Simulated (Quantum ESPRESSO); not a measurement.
# Au (Fm-3m) in Quantum ESPRESSO: reference runs

Reference runs on Au: the cell as given and a disturbed copy.

Program: Quantum ESPRESSO 7.5. These are calculated values, not measurements. Logs are shortened: lines on timing, memory, paths and dates and some standing lists are left out, and cuts for length are marked.

**1. The crystal as given**

The structure is cubic, space group Fm-3m (No. 225). The conventional cell has a = 4.070 Å, b = 4.070 Å, c = 4.070 Å, α = 90.00°, β = 90.00°, γ = 90.00°. Au (site symmetry m-3m) is surrounded by 12 Au at 2.88 Å.

**2. Single point, PBE**

pw.in reads:

```
&CONTROL
  calculation = 'scf'
  prefix = 'pwscf'
  outdir = './tmp'
  pseudo_dir = './pseudo'
  tprnfor = .true.
  tstress = .true.
  disk_io = 'nowf'
/
&SYSTEM
  ibrav = 0
  nat = 1
  ntyp = 1
  ecutwfc = 60
  nbnd = 16
  occupations = 'smearing'
  smearing = 'fd'
  degauss = 0.00367493
/
&ELECTRONS
  conv_thr = 2d-10
  electron_maxstep = 120
  mixing_beta = 0.5
/
ATOMIC_SPECIES
Au   196.9666 Au_ONCV_PBE-1.0.oncvpsp.upf
CELL_PARAMETERS angstrom
   0.0000000000    2.0350000000    2.0350000000
   2.0350000000    0.0000000000    2.0350000000
   2.0350000000    2.0350000000    0.0000000000
ATOMIC_POSITIONS crystal
Au     0.0000000000    0.0000000000    0.0000000000
K_POINTS automatic
11 11 11 0 0 0
```

Potentials or basis: SSSP 1.3 efficiency PBE.

On the command line:

```sh
$ OMP_NUM_THREADS=1 pw.x -in pw.in > pw.out
```

pw.out:

```text
This program is part of the open-source Quantum ESPRESSO suite
     for quantum simulation of materials; please cite
         "P. Giannozzi et al., J. Phys.:Condens. Matter 21 395502 (2009);
         "P. Giannozzi et al., J. Phys.:Condens. Matter 29 465901 (2017);
         "P. Giannozzi et al., J. Chem. Phys. 152 154105 (2020);
     in publications or presentations arising from this work. More details at

     Message from routine setup:
     using ibrav=0 with symmetry is DISCOURAGED, use correct ibrav instead

     Subspace diagonalization in iterative solution of the eigenvalue problem:
     a serial algorithm will be used

     G-vector sticks info
     --------------------
     sticks:   dense  smooth     PW     G-vecs:    dense   smooth      PW
     Sum         499     499    163                 7119     7119    1363

     Using Slab Decomposition

     bravais-lattice index     =            0
     lattice parameter (alat)  =       5.4385  a.u.
     unit-cell volume          =     113.7417 (a.u.)^3
     number of atoms/cell      =            1
     number of atomic types    =            1
     number of electrons       =        19.00
     number of Kohn-Sham states=           16
     kinetic-energy cutoff     =      60.0000  Ry
     charge density cutoff     =     240.0000  Ry
     scf convergence threshold =      2.0E-10
     mixing beta               =       0.5000
     number of iterations used =            8  plain     mixing
     Exchange-correlation= PBE
                           (   1   4   3   4   0   0   0)

     celldm(1)=   5.438489  celldm(2)=   0.000000  celldm(3)=   0.000000
     celldm(4)=   0.000000  celldm(5)=   0.000000  celldm(6)=   0.000000

     crystal axes: (cart. coord. in units of alat)
               a(1) = (   0.000000   0.707107   0.707107 )
               a(2) = (   0.707107   0.000000   0.707107 )
               a(3) = (   0.707107   0.707107   0.000000 )

     reciprocal axes: (cart. coord. in units 2 pi/alat)
               b(1) = ( -0.707107  0.707107  0.707107 )
               b(2) = (  0.707107 -0.707107  0.707107 )
               b(3) = (  0.707107  0.707107 -0.707107 )

     PseudoPot. # 1 for Au read from file:
     Au_ONCV_PBE-1.0.oncvpsp.upf
     Pseudo is Norm-conserving, Zval = 19.0
     Generated using ONCVPSP code by D. R. Hamann
     Using radial grid of 1278 points,  8 beta functions with:
                l(1) =   0
                l(2) =   0
                l(3) =   1
                l(4) =   1
                l(5) =   2
                l(6) =   2
                l(7) =   3
                l(8) =   3

     atomic species   valence    mass     pseudopotential
     Au               19.00   196.96660     Au( 1.00)

     48 Sym. Ops., with inversion, found

   Cartesian axes

     site n.     atom                  positions (alat units)
         1        Au     tau(   1) = (   0.0000000   0.0000000   0.0000000  )

     number of k points=    56  Fermi-Dirac smearing, width (Ry)=  0.0037
                       cart. coord. in units 2pi/alat
        k(    1) = (   0.0000000   0.0000000   0.0000000), wk =   0.0015026
        k(    2) = (   0.0642824   0.0642824  -0.0642824), wk =   0.0120210
        k(    3) = (   0.1285649   0.1285649  -0.1285649), wk =   0.0120210
        k(    4) = (   0.1928473   0.1928473  -0.1928473), wk =   0.0120210
        k(    5) = (   0.2571297   0.2571297  -0.2571297), wk =   0.0120210
        k(    6) = (   0.3214122   0.3214122  -0.3214122), wk =   0.0120210
[... 48 lines left out ...]
        k(   55) = (  -0.0642824  -0.4499770   0.7071068), wk =   0.0360631
        k(   56) = (   0.0000000  -0.3856946   0.6428243), wk =   0.0360631

     Dense  grid:     7119 G-vectors     FFT dimensions: (  27,  27,  27)

     Initial potential from superposition of free atoms

     starting charge      18.9999, renormalised to      19.0000
     Starting wfcs are   10 randomized atomic wfcs +    6 random wfcs

     Self-consistent Calculation

     iteration #  1     ecut=    60.00 Ry     beta= 0.50
     Davidson diagonalization with overlap
     ethr =  1.00E-02,  avg # of iterations =  5.6

     Threshold (ethr) on eigenvalues was too large:
     Diagonalizing with lowered threshold

     Davidson diagonalization with overlap
     ethr =  1.67E-05,  avg # of iterations =  5.2

     total energy              =    -274.67115895 Ry
     estimated scf accuracy    <       0.00311721 Ry

     iteration #  2     ecut=    60.00 Ry     beta= 0.50
     Davidson diagonalization with overlap
     ethr =  1.64E-05,  avg # of iterations =  1.9

     total energy              =    -274.67177078 Ry
     estimated scf accuracy    <       0.00032877 Ry

     iteration #  3     ecut=    60.00 Ry     beta= 0.50
     Davidson diagonalization with overlap
     ethr =  1.73E-06,  avg # of iterations =  1.4

     total energy              =    -274.67181305 Ry
     estimated scf accuracy    <       0.00006949 Ry

     iteration #  4     ecut=    60.00 Ry     beta= 0.50
     Davidson diagonalization with overlap
     ethr =  3.66E-07,  avg # of iterations =  1.4

     total energy              =    -274.67181783 Ry
     estimated scf accuracy    <       0.00000112 Ry

     iteration #  5     ecut=    60.00 Ry     beta= 0.50
     Davidson diagonalization with overlap
     ethr =  5.91E-09,  avg # of iterations =  2.0

     total energy              =    -274.67181783 Ry
     estimated scf accuracy    <       0.00000094 Ry

     iteration #  6     ecut=    60.00 Ry     beta= 0.50
     Davidson diagonalization with overlap
     ethr =  4.97E-09,  avg # of iterations =  2.0

     total energy              =    -274.67181798 Ry
     estimated scf accuracy    <          2.1E-09 Ry

     iteration #  7     ecut=    60.00 Ry     beta= 0.50
     Davidson diagonalization with overlap
     ethr =  1.09E-11,  avg # of iterations =  3.0

     End of self-consistent calculation

          k = 0.0000 0.0000 0.0000 (   893 PWs)   bands (ev):

   -84.7795 -35.9900 -35.9900 -35.9900  10.9451  16.1920  16.1920  16.1920
    17.7383  17.7383  35.4020  39.4608  39.4608  39.4608  44.4353  48.9637

          k = 0.0643 0.0643-0.0643 (   908 PWs)   bands (ev):

   -84.7785 -36.0082 -35.9927 -35.9927  11.2346  16.1003  16.2887  16.2887
    17.6972  17.6972  35.7259  37.8537  39.8073  39.8073  45.2339  47.2441

          k = 0.1286 0.1286-0.1286 (   911 PWs)   bands (ev):

   -84.7759 -36.0570 -36.0001 -36.0001  12.0283  15.9506  16.4633  16.4633
    17.7007  17.7007  34.6958  36.5658  40.6585  40.6585  43.0906  45.1631

          k = 0.1928 0.1928-0.1928 (   896 PWs)   bands (ev):

   -84.7724 -36.1204 -36.0098 -36.0098  12.9799  16.1866  16.4496  16.4496
    18.0166  18.0166  31.2801  36.3349  40.8245  40.8245  42.9524  43.8736

          k = 0.2571 0.2571-0.2571 (   884 PWs)   bands (ev):

   -84.7692 -36.1783 -36.0186 -36.0186  13.4539  16.2888  16.2888  17.4746
    18.5352  18.5352  27.6950  35.4848  39.3564  39.3564  44.8005  44.8032

          k = 0.3214 0.3214-0.3214 (   884 PWs)   bands (ev):

   -84.7673 -36.2125 -36.0239 -36.0239  13.5176  16.1684  16.1684  18.9120
    18.9120  19.4290  24.6715  34.9354  38.2810  38.2810  45.7361  45.7361

          k = 0.1286 0.0000 0.0000 (   893 PWs)   bands (ev):

   -84.7782 -36.0077 -35.9970 -35.9970  11.3322  15.9926  16.3678  16.3678
    17.5261  17.8246  35.8738  38.4218  39.2055  39.2055  46.5194  46.6318

          k = 0.1928 0.0643-0.0643 (   902 PWs)   bands (ev):

   -84.7761 -36.0439 -36.0056 -36.0023  11.9671  15.7882  16.5581  16.5737
    17.3810  17.9177  35.8636  36.7051  39.0039  40.0797  43.5892  45.4480

          k = 0.2571 0.1286-0.1286 (   896 PWs)   bands (ev):

   -84.7729 -36.1011 -36.0159 -36.0111  12.9241  15.7435  16.4934  16.6538
    17.7241  18.1903  32.6275  36.7450  38.6737  40.6231  42.6656  44.6778

          k = 0.3214 0.1928-0.1928 (   896 PWs)   bands (ev):

   -84.7696 -36.1592 -36.0245 -36.0222  13.5934  16.2291  16.4029  16.5329
    18.6191  18.6405  28.9886  35.9687  37.9517  39.4305  44.4480  44.8717

          k = 0.3857 0.2571-0.2571 (   896 PWs)   bands (ev):

   -84.7673 -36.2000 -36.0322 -36.0288  13.7264  16.0533  16.3793  17.5245
    18.9567  20.0542  25.6040  35.2737  37.4680  37.8707  45.5401  46.1384

          k =-0.2571-0.3857 0.3857 (   889 PWs)   bands (ev):

   -84.7667 -36.2108 -36.0376 -36.0274  13.7320  16.0201  16.3134  17.9992
    18.8931  21.0615  24.1269  35.0424  36.9662  37.8697  45.8530  45.9834

          k =-0.1928-0.3214 0.3214 (   885 PWs)   bands (ev):

   -84.7679 -36.1886 -36.0367 -36.0207  13.7266  16.1322  16.3776  17.3488
    18.4459  19.7461  26.6992  35.2988  37.0546  39.3443  44.2876  45.7198

          k =-0.1286-0.2571 0.2571 (   895 PWs)   bands (ev):

   -84.7707 -36.1404 -36.0295 -36.0109  13.4575  16.1031  16.4215  16.5450
    17.8311  18.8127  30.2147  35.8904  38.0347  41.7374  42.1002  44.4888
[... 163 lines left out ...]
   -84.7656 -36.1693 -36.0723 -36.0592  14.2577  14.5908  17.0902  18.4785
    18.5407  20.2155  30.2833  32.0159  32.9823  39.5007  40.4821  47.3453

          k =-0.1286-0.5143 0.6428 (   890 PWs)   bands (ev):

   -84.7641 -36.1772 -36.0947 -36.0647  14.4200  14.8043  16.8561  18.1450
    18.9897  22.3282  27.6021  30.7695  32.2382  39.8327  42.6391  46.6375

          k =-0.0643-0.4500 0.5785 (   899 PWs)   bands (ev):

   -84.7635 -36.1660 -36.1221 -36.0612  14.6398  15.2161  16.5101  17.7617
    18.9280  24.5489  25.5674  29.3512  32.9241  39.6198  45.1116  46.1554

          k = 0.0000-0.3857 0.5143 (   889 PWs)   bands (ev):

   -84.7642 -36.1520 -36.1323 -36.0505  14.9805  15.5240  15.9656  17.5465
    18.5630  23.0527  28.1378  28.2156  34.2744  39.5429  44.2566  47.9450

          k =-0.0643-0.5785 0.7071 (   894 PWs)   bands (ev):

   -84.7633 -36.1930 -36.0861 -36.0758  14.0576  14.3413  18.0184  18.6486
    19.1983  22.5453  27.2455  30.6049  30.9952  39.6986  41.0367  47.5313

          k = 0.0000-0.5143 0.6428 (   899 PWs)   bands (ev):

   -84.7630 -36.1818 -36.1065 -36.0730  14.3043  14.6696  17.3629  18.2287
    19.1919  24.6019  25.8549  29.1404  31.5243  40.1827  42.7890  46.5544

          k =-0.1928-0.4500 0.7071 (   893 PWs)   bands (ev):

   -84.7650 -36.1647 -36.0983 -36.0528  14.9707  15.1359  15.8688  17.9272
    18.5322  21.7453  28.7520  30.3418  33.4573  41.3855  41.9460  46.7070

          k =-0.1286-0.3857 0.6428 (   894 PWs)   bands (ev):

   -84.7638 -36.1625 -36.1188 -36.0617  15.0682  15.3031  15.9124  17.6299
    18.9007  23.7162  26.4901  29.8964  32.3307  40.9920  43.6568  47.6285

          k =-0.0643-0.4500 0.7071 (   893 PWs)   bands (ev):

   -84.7632 -36.1688 -36.1135 -36.0752  14.6699  14.9769  16.5413  17.9373
    19.1961  24.2823  26.9690  29.0416  30.8634  42.1638  42.8179  45.6795

          k = 0.0000-0.3857 0.6428 (   890 PWs)   bands (ev):

   -84.7631 -36.1491 -36.1369 -36.0739  14.8849  15.4218  16.0088  17.6258
    19.1926  25.1908  26.8930  27.8806  31.0700  42.1457  44.1344  45.9684

     the Fermi energy is    20.9595 ev

!    total energy              =    -274.67181799 Ry
     estimated scf accuracy    <          1.6E-10 Ry
     smearing contrib. (-TS)   =      -0.00009979 Ry
     internal energy E=F+TS    =    -274.67171820 Ry

     The total energy is F=E-TS. E is the sum of the following terms:
     one-electron contribution =     -86.39278155 Ry
     hartree contribution      =      52.32738582 Ry
     xc contribution           =     -25.40734616 Ry
     ewald contribution        =    -215.19897632 Ry

     convergence has been achieved in   7 iterations

     Forces acting on atoms (cartesian axes, Ry/au):

     atom    1 type  1   force =     0.00000000    0.00000000    0.00000000

     Total force =     0.000000     Total SCF correction =     0.000000

     Computing stress (Cartesian axis) and pressure

          total   stress  (Ry/bohr**3)                   (kbar)     P=       98.20
   0.00066754  -0.00000000  -0.00000000           98.20       -0.00       -0.00
  -0.00000000   0.00066754  -0.00000000           -0.00       98.20       -0.00
  -0.00000000  -0.00000000   0.00066754           -0.00       -0.00       98.20

=------------------------------------------------------------------------------=
   JOB DONE.
=------------------------------------------------------------------------------=
```

It took 7.6 s on 1 thread of AMD EPYC 9R45 (Zen 5), shared host; peak memory 0.07 GiB.

Results:

```
Free energy            : -3737.1005 eV
Pressure               : 9.8 GPa
Band gap on the k mesh : none (metal or under the smearing width)
```

The run has no spin-orbit coupling, so splittings on Au are missing.

**3. Single point, PBE (cell strained at random at fixed volume)**

Changes to pw.in since step 2:

```diff
@@ -27,7 +27,7 @@
 CELL_PARAMETERS angstrom
-   0.0000000000    2.0350000000    2.0350000000
-   2.0350000000    0.0000000000    2.0350000000
-   2.0350000000    2.0350000000    0.0000000000
+   0.0595180000    2.0327840000    2.0239020000
+   2.0628430000    0.0301460000    2.0532750000
+   2.0741320000    2.0734450000    0.0188570000
 ATOMIC_POSITIONS crystal
-Au     0.0000000000    0.0000000000    0.0000000000
+Au    -0.0018960000   -0.0041750000    0.0185300000
 K_POINTS automatic
```

Potentials or basis: SSSP 1.3 efficiency PBE.

On the command line:

```sh
$ OMP_NUM_THREADS=1 pw.x -in pw.in > pw.out
```

Run time: 83 s. Hardware: 1 thread of AMD EPYC 9R45 (Zen 5), shared host; peak memory 0.2 GiB.

It converged, with:

```
Free energy            : -3737.0942 eV
Pressure               : 10.0 GPa
Band gap on the k mesh : none (metal or under the smearing width)
```

Stress tensor (GPa, compression positive):
```
10.15 -2.17 -1.60
-2.17 10.00  0.26
-1.60  0.26  9.93
```

Levels at points of the mesh, in eV from the Fermi level:
| k point | band 7 | band 8 | band 9 | band 10 | band 11 | band 12 | band 13 | band 14 |
| --- | --- | --- | --- | --- | --- | --- | --- | --- |
| (0.00, 0.00, 0.00) | -4.80 | -4.55 | -3.21 | -3.17 | 14.42 | 17.88 | 18.48 | 19.26 |

The run has no spin-orbit coupling, so splittings on Au are missing.
